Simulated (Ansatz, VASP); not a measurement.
# One calculation of Ga, two programs

INCAR

```
SYSTEM = Ga
ALGO = Normal
EDIFF = 1E-6
ENCUT = 520
GGA = PE
ISIF = 2
ISMEAR = -1
LASPH = .True.
LCHARG = .True.
LELF = .True.
LREAL = .False.
LVHAR = .True.
LWAVE = .False.
NBANDS = 12
NELM = 60
PREC = Accurate
SIGMA = 0.05
```

The input KPOINTS:

```
k-points
0
Gamma
  14 14 14
  0 0 0
```

POSCAR

```
Ga
1.0
    2.3914885612      0.0000000000      0.0000000000
    0.0000000000      2.3914885612      0.0000000000
    0.0000000000      0.0000000000      2.3914885612
Ga
1
Direct
    0.0000000000      0.0000000000      0.0000000000
```

Input for Ansatz:

```yaml
crystal:
  lattice:
    - [2.3914885612, 0.0, 0.0]
    - [0.0, 2.3914885612, 0.0]
    - [0.0, 0.0, 2.3914885612]
  atoms:
    - { symbol: Ga, position: [0.0, 0.0, 0.0] }
kpoints:
  mp_grid: { grid: [14, 14, 14] }
scf:
  occupations: { method: fermi_dirac, width: 0.05 }
hamiltonian:
  xc: pbe
  pseudopotentials: { kind: all_electron, lapw: { basis_error: 0.001 } }
output:
  forces: true
  stress: true
  eigenvalues: true
  populations: true
```

Change from the starting cell: volume scaled by 0.68, LAPW.

Alike in both runs: task single point; functional PBE; k mesh 14 × 14 × 14; occupations fermi-dirac, width 0.05 eV; no spin polarisation.

|  | VASP | Ansatz |
| --- | --- | --- |
| version | VASP 6.6.1 | Ansatz 0.2.0 |
| potentials or method | VASP PAW PBE potentials, release 64 (Ga_d) | all-electron LAPW, scalar-relativistic |
| plane-wave cutoff (eV) | 520 | see its input |

|  | VASP | Ansatz | Ansatz less VASP |
| --- | --- | --- | --- |
| pressure (GPa) | 46.6 | 46.3 | -0.32 |

Ansatz ran all-electron here, so the differences hold the error of VASP's frozen core and of both bases.

Caveats: so large a pressure means that the cell lies far from this level's equilibrium, or that cutoff or potentials fall short (VASP).
